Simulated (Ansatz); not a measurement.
Wanted: the native input for an Ansatz 0.2.0 run.

```
Task                : ladder of functionals
Functional          : PBEsol
Potentials or basis : SSSP efficiency PAW
Cutoff              : 680 eV
Density cutoff      : 6803 eV
k mesh              : 11 × 11 × 11
Occupations         : gaussian, width 0.15 eV
Spin                : no spin polarisation
```

MgO:

```
CELL_PARAMETERS angstrom
0.00000 2.09700 2.09700
2.09700 0.00000 2.09700
2.09700 2.09700 0.00000
ATOMIC_POSITIONS crystal
Mg 0.00000 0.00000 0.00000
O 0.50000 0.50000 0.50000
```

The cell is a database's computed one.

One way to write it, as run:

input.yaml

```yaml
crystal:
  lattice:
    - [0.0, 2.0970013927, 2.0970013927]
    - [2.0970013927, 0.0, 2.0970013927]
    - [2.0970013927, 2.0970013927, 0.0]
  atoms:
    - { symbol: Mg, position: [0.0, 0.0, 0.0] }
    - { symbol: O, position: [0.5, 0.5, 0.5] }
hamiltonian:
  xc: pbesol
  pseudopotentials: { kind: paw, accuracy: standard, xc_functional: pbe }
kpoints:
  mp_grid: { grid: [11, 11, 11] }
scf:
  occupations: { method: gaussian, width: 0.15 }
output:
  forces: true
  stress: true
  eigenvalues: true
  xc_energy_on_converged_density: [lda, pbe, rpbe, revpbe, blyp, r2scan]
```

Potentials or basis: SSSP efficiency PAW.

Command:

```console
$ ansatz run input.yaml --threads 2 --pin off --max-ram 5120MiB --backend cpu --events-out ev --progress --plain --runs-dir out
```

Results of the run:

```json
{
  "Pressure": "2.1 GPa",
  "Band gap on the k mesh": "4.75 eV, direct"
}
```

Caveat: odd divisions of the mesh miss points on the zone boundary, where band edges often lie, so the gap on the mesh can be too wide.

Run time: 0.95 s on 2 threads of Arm Neoverse V1 (shared host), peak memory 0.32 GiB.
